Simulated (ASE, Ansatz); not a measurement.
## Localised basis functions on Pnnm (COD entry) AlH3, size series (864 atoms)

Wanted: errors and times of a linear-scaling basis for Pnnm (COD entry) AlH3, size series (864 atoms). A setting counts as converged where the r.m.s. difference of forces stays under 1 % of the r.m.s. force.

Main program and level: Ansatz 0.2.0; Kohn-Sham DFT, PBE, PAW (set soft_2), plane waves.

## 1. The structure

The cell holds 864 atoms: 216 Al and 648 H. Its edges and angles: a = 21.522 Å, b = 22.067 Å, c = 17.325 Å, α = 90.0°, β = 90.0°, γ = 90.0°. It derives from AlH3 (Pnnm, COD entry), repeated 4×3×3. Pnnm (COD entry) AlH3 (cell 5.381, 7.356, 5.775, 90, 90, 90), 4 x 3 x 3 conventional cells; ideal positions.

Limits known from the start: Only the Γ point is sampled, in a cell whose shortest periodic width is 17 Å.

## 2. Plane-wave single point

The first run fixes the reference, at a cutoff of 420 eV.

input.yaml

```yaml
crystal:
  lattice:
    - [21.5224, 0.0, 0.0]
    - [0.0, 22.0665, 0.0]
    - [0.0, 0.0, 17.3253]
  atoms:
    - { symbol: Al, position: [0.0, 0.0, 0.16667] }
    - { symbol: Al, position: [0.125, 0.16667, 0.0] }
    - { symbol: Al, position: [0.19685, 0.02829, 0.0] }
    - { symbol: Al, position: [0.05315, 0.30505, 0.0] }
    - { symbol: Al, position: [0.17815, 0.19495, 0.16667] }
    - { symbol: Al, position: [0.07185, 0.13838, 0.16667] }
    - { symbol: H, position: [0.0, 0.16667, 0.16667] }
    - { symbol: H, position: [0.125, 0.0, 0.0] }
    - { symbol: H, position: [0.19055, 0.0259, 0.10293] }
    - { symbol: H, position: [0.05945, 0.30743, 0.10293] }
    - { symbol: H, position: [0.18445, 0.19257, 0.06373] }
    - { symbol: H, position: [0.06555, 0.14077, 0.06373] }
    - { symbol: H, position: [0.05945, 0.30743, 0.2304] }
    - { symbol: H, position: [0.19055, 0.0259, 0.2304] }
    - { symbol: H, position: [0.06555, 0.14077, 0.2696] }
    - { symbol: H, position: [0.18445, 0.19257, 0.2696] }
    - { symbol: H, position: [0.0234, 0.0434, 0.0] }
    - { symbol: H, position: [0.2266, 0.28993, 0.0] }
    - { symbol: H, position: [0.1016, 0.21007, 0.16667] }
    - { symbol: H, position: [0.1484, 0.12327, 0.16667] }
    - { symbol: H, position: [0.15625, 0.0925, 0.0] }
    - { symbol: H, position: [0.09375, 0.24083, 0.0] }
    - { symbol: H, position: [0.21875, 0.25917, 0.16667] }
    - { symbol: H, position: [0.03125, 0.07417, 0.16667] }
    - { symbol: Al, position: [0.0, 0.0, 0.5] }
    - { symbol: Al, position: [0.125, 0.16667, 0.33333] }
    - { symbol: Al, position: [0.19685, 0.02829, 0.33333] }
    - { symbol: Al, position: [0.05315, 0.30505, 0.33333] }
    - { symbol: Al, position: [0.17815, 0.19495, 0.5] }
    - { symbol: Al, position: [0.07185, 0.13838, 0.5] }
    - { symbol: H, position: [0.0, 0.16667, 0.5] }
    - { symbol: H, position: [0.125, 0.0, 0.33333] }
    [... 826 atom lines left out ...]
    - { symbol: H, position: [0.8516, 0.87673, 0.83333] }
    - { symbol: H, position: [0.8984, 0.78993, 0.83333] }
    - { symbol: H, position: [0.90625, 0.75917, 0.66667] }
    - { symbol: H, position: [0.84375, 0.9075, 0.66667] }
    - { symbol: H, position: [0.96875, 0.92583, 0.83333] }
    - { symbol: H, position: [0.78125, 0.74083, 0.83333] }
kpoints:
  mp_grid: { grid: [1, 1, 1] }
hamiltonian:
  xc: pbe
scf:
  occupations: { method: fixed }
output:
  forces: true
  stress: true
  populations: true
  dos:
    method: { smearing: { sigma: 0.1 } }
    de: 0.1
    projected: { site_lists: { Al: [Al], H: [H] } }
  eigenvalues: true
```

Run with:

```
> ansatz run input.yaml --threads 32 --pin off --max-ram 143360MiB --backend cuda --events-out ev --progress --plain --runs-dir out
```

Numbers of over 12 decimals in the logs are rounded to 6 here.

The program printed:

```text
Warning: the atoms were moved onto the symmetric positions of the space group found under crystal.symmetry.tolerance 1.0e-5 (fractional; no operation is sought that the atoms, as they stand in a round, miss by more than twice it, and no atom is moved by as much as it), and the run uses the moved positions. [...]
Engine: ansatz 0.2.0, aarch64-unknown-linux-gnu
Pseudopotentials: kind: paw
Pseudopotential: Al, paw, valence charge 3, recommended cutoff 420 eV (normal), Al.paw.azcp
Pseudopotential: H, paw, valence charge 1, recommended cutoff 420 eV (normal), H.paw.azcp
[...]
Crystal: 864 atoms, lattice volume = 8228.201 Å³
Basis set: ecut = 420 eV, 160687 PW (Γ), exchange–correlation on 288×300×240 points (8 copies of the dense FFT grid, shifted against one another)
Bands: 1512, of which v1, the nominal top of the filled ones, is band 648 counted from 1 (647 counted from 0)
Symmetry: 288 space group operations
Space group: Pnnm (ITA 58), of the structure as read, at distance tolerance 2.0e-4 Å
k-points: 1
[... 5 lines on functional and potentials left out ...]
Initial density: superposition of atomic densities (neutral atoms: chi_scale 0, normalization atom), corrected by the library's trained network
Initial wavefunctions: pseudopotential atomic-orbital guess
[...]
Functional: x = pbe(κ = 0.804, μ = 0.219515), c = pbe(β = 0.066725)
SCF iter   1: F=—  HF=-126354.088180 eV  |F-HF|=—  |Δ(HF+E_count)|=         —  Δρ=3.96e-3  dr2=2.17e0  ethr=1.77e-3  ⟨swp⟩=4.0  Hψ=5415  notcnv=0  defer=859
preconditioner: auto → Resta (q_TF=auto, 2.005 Å⁻¹)  ε∞=2.8  [insulator: Δε(μ)=3.166 eV  Ē_g=11.087 eV  n_scr=1112 (ndim 8)  ℏωp=14.7 eV  f_vac=0.000  ε∞_Penn≈2.8]
SCF iter   2: F=—  HF=-126353.478801 eV  |F-HF|=—  |Δ(HF+E_count)|=   6.09e-1  Δρ=1.61e-3  dr2=3.68e-1  ethr=1.68e-4  ⟨swp⟩=2.0  Hψ=1741  notcnv=0  defer=862
SCF iter   3: F=—  HF=-126353.405302 eV  |F-HF|=—  |Δ(HF+E_count)|=   7.35e-2  Δρ=4.28e-4  dr2=1.30e-2  ethr=2.84e-5  ⟨swp⟩=2.0  Hψ=1166  notcnv=0  defer=862
SCF iter   4: F=—  HF=-126353.412109 eV  |F-HF|=—  |Δ(HF+E_count)|=   6.81e-3  Δρ=6.20e-5  dr2=4.09e-4  ethr=1.01e-6  ⟨swp⟩=2.0  Hψ=1311  notcnv=0  defer=861
SCF iter   5: F=—  HF=-126353.413325 eV  |F-HF|=—  |Δ(HF+E_count)|=   1.22e-3  Δρ=1.35e-5  dr2=2.41e-5  ethr=3.15e-8  ⟨swp⟩=2.0  Hψ=1283  notcnv=0  defer=851
SCF iter   6: F=—  HF=-126353.416808 eV  |F-HF|=—  |Δ(HF+E_count)|=   3.48e-3  Δρ=8.56e-6  dr2=5.55e-6  ethr=1.86e-9  ⟨swp⟩=2.0  Hψ=1309  notcnv=0  defer=851
SCF iter   7: F=—  HF=-126353.416809 eV  |F-HF|=—  |Δ(HF+E_count)|=   1.40e-6  Δρ=1.42e-6  dr2=1.95e-7  ethr=4.29e-10  ⟨swp⟩=2.0  Hψ=1295  notcnv=0  defer=851
SCF iter   8: F=-126353.416809 eV  HF=-126353.416809 eV  |F-HF|=5.05e-9  |Δ(HF+E_count)|=   2.81e-7  Δρ=3.37e-7  dr2=8.05e-9  ethr=7.72e-12  ⟨swp⟩=20.0  Hψ=17355  notcnv=0
SCF 1 converged in 8 iterations: F = -126353.416809 eV  dr2 = 8.05e-9
  greatest PAW one-centre occupation: 0.391 electrons in one spin orbital (limit 2), on the Al atom at site 845 (counted from 0), in its partial waves of l = 0
SCF converged after 8 iterations
Free energy (F): -126353.416809 eV
Harris-Foulkes:  -126353.416809 eV  (|F-HF|=5.05e-9)
Internal energy: -126353.416809 eV  (E = F + TS)
E sigma→0 (E₀):  -126353.416809 eV
Fermi energy:    0.696669 eV
--- Per-component energies (eV) ---
  E_band       = -3644.171139
  E_kinetic    = 14244.569707
  E_local      = -13402.666169  (includes V_loc(G=0)·N_el)
  E_nonlocal   = 3049.359896
  E_hartree    = 3784.448775
  E_xc         = -14499.332216
  E_vxc        = -13892.930378  (∫ρ·V_xc dr)
  E_paw        = -101283.636018  (= ΣΔE_a)
  E_vpaw       = -1210.572944  (= ΣTr[D̂ρ^β])
  E_aug_tail   = -0.828343  (compensation charges beyond the density's cutoff)
  E_ewald      = -18245.332440
  E_smearing   = -0.000000  (= −TS)
  E_closure    = -0.000000  (closes the sum)
  Σ components = -126353.416809   (vs F -126353.416809, Δ=0.00e0)
--- Forces (eV/Å), atoms counted from 1 ---
[... 864 lines of forces left out ...]
  max |Σ_I F_I| component: 2.24e-14 eV/Å
--- Stress (GPa, compression-positive) ---
       -1.109470       0.000000       0.000000
       -0.000000       4.171046       0.000000
        0.000000       0.000000      -2.516830
  P = ⅓ Tr σ = 0.1816 GPa (1.816 kbar)
--- Band table (eV) ---
[... left out ...]
--- Löwdin populations: 864 sites ---
  site symbol       q [e]
[... 864 lines, one an atom, left out ...]
  spilling = 0.012069 (of n_electrons = 1296.000000)
```

It took 7 s on 1 × NVIDIA GB200 with 32 threads of Arm Neoverse V2, shared host; peak memory 3.1 GiB.

In the SCF lines HF is the Harris–Foulkes energy and dr2 the Hartree energy of the density residual, in eV; the loop may stop once dr2 is under the threshold and the program's other checks hold. Hψ counts applications of the Hamiltonian.

That memory is the host's. Forces of this run were stored rounded, and per-atom blocks of the log weren't kept.

The program notes that positions were snapped to a detected symmetry.

The run gave:

```yaml
free_energy: -126353.4168 eV
free_energy_per_atom: -146.2424 eV/atom
scf_cycles: 8
pressure: 0.1816 GPa
r_m_s_force_component: 0.361 eV/Å
longest_force: 0.7547 eV/Å
fermi_energy: 0.6967 eV
spacing_of_highest_filled_and_lowest_empty_level: 3.11 eV
spilling_of_the_projection: 0.01207
```

The r.m.s. force component of 0.36 eV/Å sets the scale for the differences below.

## 3. Support functions medium

The cell is solved in localised support functions. The level medium gives here a grid of 96×96×90 points and a radius of 3.37 Å.

This step: Kohn-Sham DFT, PBE, PAW (set soft_2), localised support functions (medium) (Ansatz 0.2.0).

input.yaml, the sections that differ from step 2:

```yaml
scf:
  occupations: { method: fixed }
  eigensolver: { kind: { support_functions: { accuracy: medium } } }
  max_iter: 150
output:
  forces: true
  eigenvalues: true
# crystal, kpoints, hamiltonian: as in step 2
```

The program printed:

```text
Warning: scf.eigensolver.kind.support_functions: disabling space-group detection — the functions' gradient is summed over unrotated k-points, so no spatial operation reduces the k-mesh or symmetrises the density; time reversal is kept, so that k and −k are solved as one point where they differ and the mesh holds both, and exact exchange and, on two spinor components, a DFT+U term hold to it where the run has them: [...]
settings of this run that can trade accuracy for cost: scf.eigensolver.kind.support_functions [...]
[...]
device memory: the entry about to start is reckoned to put 8.0 GiB on a device that reports 182.5 GiB free
GPU FFT provider: cuFFT
GPU libraries: cuBLAS 13.8.1, cuFFT 12.4.0, cuSOLVER 12.3.2
GPU matrix products: emulated (plane waves: as basis.precision tells), large ones in fixed point in workspaces of 1.00 GiB
Crystal: 864 atoms, lattice volume = 8228.201 Å³
Basis set: ecut = 420 eV, 160687 PW (Γ), exchange–correlation on 288×300×240 points (8 copies of the dense FFT grid, shifted against one another)
Bands: 778, of which v1, the nominal top of the filled ones, is band 648 counted from 1 (647 counted from 0)
Symmetry: 1 space group operations
k-points: 1
[...]
GPU buffer pool allocated for 2592000 grid points (all kernels)
Eigensolver: Support functions (medium, 96×96×90 points, laid for a spacing of at most 0.237286 Å, radius 3.370297 Å, 2 species' potentials softened for the grid, 2 wholly corrected for its errors in the mean over positions, 2 with the egg-box correction, energy correction by stochastic trace)
[...]
SCF iter   1: F=—  HF=-126301.020770 eV  |F-HF|=—  |Δ(HF+E_count)|=         —  Δρ=9.06e-2  dr2=5.50e2  ethr=1.00e-1
[...]
SCF iter  12: F=-126354.869719 eV  HF=-126354.869719 eV  |F-HF|=7.79e-9  |Δ(HF+E_count)|=   1.22e-2  Δρ=7.31e-7  dr2=5.30e-8  ethr=1.86e-11
SCF 1 converged in 12 iterations: F = -126354.993904 eV  dr2 = 5.30e-8
[...]
SCF converged after 12 iterations
Stability not checked: this state was not tested for a lower state beside it, because the mixer in use, unlike msr1, does not test its closes by its own steps (another_mixer; see scf.mixing.algorithm and scf.lower_state_search)
Free energy (F): -126354.993904 eV
[...]
Internal energy: -126354.993904 eV  (E = F + TS)
E sigma→0 (E₀):  -126354.993904 eV
Fermi energy:    0.696460 eV
[...]
--- Forces (eV/Å), atoms counted from 1 ---
[... 864 lines of forces left out ...]
  max |Σ_I F_I| component: 1.69e-2 eV/Å
--- Band table (eV) ---
[... left out ...]
```

The job ended after 5.2 s (1 × NVIDIA GB200 with 32 threads; peak memory 2.1 GiB; 17 s of CPU time).

That memory is the host's; the program planned up to 8 GiB on the GPU.

The program notes that the band table was not solved further than the SCF left it and it switched symmetry off.

Keys that differ from the reference: support_functions.accuracy = "medium" and scf.max_iter = 150.

Forces differ from the reference by 0.8 meV/Å r.m.s., 0.22 % of their size, well within a tolerance of 1 %; the energy by -1.8 meV/atom. The two runs also began from different starting densities, which bears on cycles and time.

## 4. Truncated density matrix

Cutting the density matrix at a range is meant to remove the step that grows fastest with size; it needs a cell with a gap.

This step: Kohn-Sham DFT, PBE, PAW (set soft_2), localised support functions (medium), truncated density matrix (Ansatz 0.2.0).

input.yaml, the sections that differ from step 3:

```yaml
scf:
  occupations: { method: fixed }
  eigensolver:
    kind:
      support_functions: { accuracy: medium, density_matrix: { truncated: {} } }
  max_iter: 150
output:
  forces: true
# crystal, kpoints, hamiltonian: as in step 3
```

The program printed:

```text
[...]
GPU FFT provider: cuFFT
GPU libraries: cuBLAS 13.8.1, cuFFT 12.4.0, cuSOLVER 12.3.2
[...]
Crystal: 864 atoms, lattice volume = 8228.201 Å³
Basis set: ecut = 420 eV, 160687 PW (Γ), exchange–correlation on 288×300×240 points (8 copies of the dense FFT grid, shifted against one another)
Bands: 677, of which v1, the nominal top of the filled ones, is band 648 counted from 1 (647 counted from 0)
Symmetry: 1 space group operations
k-points: 1
[...]
GPU buffer pool allocated for 2592000 grid points (all kernels)
[...]
SCF iter   1: F=—  HF=-126301.252450 eV  |F-HF|=—  |Δ(HF+E_count)|=         —  Δρ=9.06e-2  dr2=5.51e2  ethr=1.00e-1
[...]
SCF iter   9: F=—  HF=-126354.830314 eV  |F-HF|=—  |Δ(HF+E_count)|=   2.88e-2  Δρ=8.16e-6  dr2=7.00e-6  ethr=3.25e-9  κ⁻¹=1.3e-8(r=7)
SCF iter  10: F=-126354.830318 eV  HF=-126354.830318 eV  |F-HF|=5.40e-7  |Δ(HF+E_count)|=   4.04e-6  Δρ=3.11e-6  dr2=1.16e-6  ethr=5.40e-10
WARN: states of the grid below an occupied one that the support functions miss were sought only among those that the levels near the highest filled one couple to: one that couples little to each, as a local one in a large cell, is not found (with such a state the run ended in a higher one, [...]
SCF 1 converged in 10 iterations: F = -126354.993748 eV  dr2 = 1.16e-6
[...]
SCF converged after 10 iterations
[...]
Free energy (F): -126354.993748 eV
[...]
Internal energy: -126354.993748 eV  (E = F + TS)
E sigma→0 (E₀):  -126354.993748 eV
Fermi energy:    0.696661 eV
[...]
Σ components = -126354.993748   (vs F -126354.993748, Δ=0.00e0)
--- Forces (eV/Å), atoms counted from 1 ---
[... 864 lines of forces left out ...]
  max |Σ_I F_I| component: 3.43e-2 eV/Å
```

It took 4.7 s on 1 × NVIDIA GB200 with 32 threads; peak memory 2.1 GiB.

That memory is the host's; the program planned up to 9 GiB on the GPU.

The program notes that the search for missed states was only partial.

Keys that differ from the reference: support_functions.accuracy = "medium", support_functions.density_matrix.truncated = {} and scf.max_iter = 150.

Forces differ from the reference by 0.83 meV/Å r.m.s., 0.23 % of their size, well within a tolerance of 1 %; the energy by -1.8 meV/atom. The two runs also began from different starting densities, which bears on cycles and time.

## 5. Cost against change

Each row is set against the plane-wave reference (Kohn-Sham DFT, PBE, PAW (set soft_2), plane waves; r.m.s. force component 0.361 eV/Å). Energies are set beside the reference only for runs with its functional, potentials and electron count. Times are for 1 × NVIDIA GB200 with 32 threads of Arm Neoverse V2, shared host. The reference's time includes the DOS and the stress, which some other runs skip.

```csv
run,"Δ force, r.m.s. (meV/Å)",share of r.m.s. force (%),Δ energy (meV/atom),Δ gap (eV),cycles,time,host memory (GiB)
reference,-,-,-,-,8,7 s,3.1
support functions medium,0.8,0.222,-1.83,-4.0e-4,12,5.2 s,2.1
truncated density matrix,0.83,0.230,-1.83,-,10,4.7 s,2.1
```

## 6. What the reference run shows

With the settings judged, the reference run is read for its physics.

Length of the force by element:

```csv
element,coordination,atoms,mean length of the force (eV/Å),spread,least,most
Al,all,216,0.395,0.279,0,0.592
H,all,648,0.626,0.226,0,0.755
```

(Part 1 of 2 ends here.)

[Logs are printed without paths, hosts, clocks, repeated set-up lines and the standing remarks that a program may print on its own settings, such as how far it seeks lower states.]

[Hosts, paths, dates, database ids (printed as entryN), source tags and the programs' standing remarks are cut or masked in the printed files.]
